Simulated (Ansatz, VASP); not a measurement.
## Li: VASP beside Ansatz

The input INCAR:

```
SYSTEM = Li
ALGO = Normal
EDIFF = 1E-6
EDIFFG = -0.01
ENCUT = 600
GGA = PE
IBRION = 2
ISIF = 3
ISMEAR = 0
LASPH = .TRUE.
LCHARG = .FALSE.
LREAL = .FALSE.
LWAVE = .FALSE.
NELM = 100
NSW = 100
PREC = Accurate
SIGMA = 0.1
```

The input KPOINTS:

```
k-points
0
G
  6 6 10
  0 0 0
```

File POSCAR:

```
Li
1.0
    6.2266653100      0.0000000000      0.0000000000
   -3.1133326500      5.3924503400      0.0000000000
    0.0000000000      0.0000000000      3.6176304700
Li
6
Direct
    0.1912880200      0.8087119800      0.2500000000
    0.1912880200      0.3825760300      0.2500000000
    0.6174239700      0.8087119800      0.2500000000
    0.8087119800      0.1912880200      0.7500000000
    0.8087119800      0.6174239700      0.7500000000
    0.3825760300      0.1912880200      0.7500000000
```

Input for Ansatz:

```yaml
crystal:
  lattice:
    - [6.22666531, 0.0, 0.0]
    - [-3.11333265, 5.39245034, 0.0]
    - [0.0, 0.0, 3.61763047]
  atoms:
    - { symbol: Li, position: [0.19128802, 0.80871198, 0.25] }
    - { symbol: Li, position: [0.19128802, 0.38257603, 0.25] }
    - { symbol: Li, position: [0.61742397, 0.80871198, 0.25] }
    - { symbol: Li, position: [0.80871198, 0.19128802, 0.75] }
    - { symbol: Li, position: [0.80871198, 0.61742397, 0.75] }
    - { symbol: Li, position: [0.38257603, 0.19128802, 0.75] }
basis:
  ecutwfc: 420
kpoints:
  mp_grid: { grid: [6, 6, 10] }
hamiltonian:
  xc: pbe
scf:
  occupations: { method: gaussian, width: 0.1 }
output:
  forces: true
  stress: true
  eigenvalues: true
  write_density: true
  write_potential: true
  elf: true
  volumetric_format: npy
relax:
  adjacent_minimum: "off"
  f_tol: 0.01
  max_steps: 80
  cell: { stress_tol: 0.05 }
```

Alike in both runs: task relaxation of cell and atoms; functional PBE; k mesh 6 × 6 × 10; occupations gaussian, width 0.1 eV; no spin polarisation.

```csv
,VASP,Ansatz
version,VASP 6.6.1,Ansatz 0.2.0
potentials or method,"VASP PAW PBE potentials, release 64 (Li_sv)","scalar-relativistic, plane waves, PAW"
plane-wave cutoff (eV),600,420
valence electrons in the cell,18,18
```

VASP gave:

| Item | Value |
| --- | --- |
| gap on the k mesh at the Fermi level, each at its own relaxed structure (eV) | none |
| relaxed volume (Å³/atom) | 20.72 |
| relaxed cell length with the largest relative difference (Å) | 6.850 |
| energy change over the relaxation (meV/atom) | -53 |

**Question.** What did Ansatz give for the same quantities?

**Answer.** gap on the k mesh at the Fermi level, each at its own relaxed structure (eV): none; relaxed volume (Å³/atom): 20.99; relaxed cell length with the largest relative difference (Å): 6.893; energy change over the relaxation (meV/atom): -53.

A gap of «none» marks a metal or a gap that the smearing closes.

Caveats: the cutoff is under 1.25 times the usual one of these potentials, so pressure, stress and relaxed cells hold a basis-set (Pulay) error (VASP).
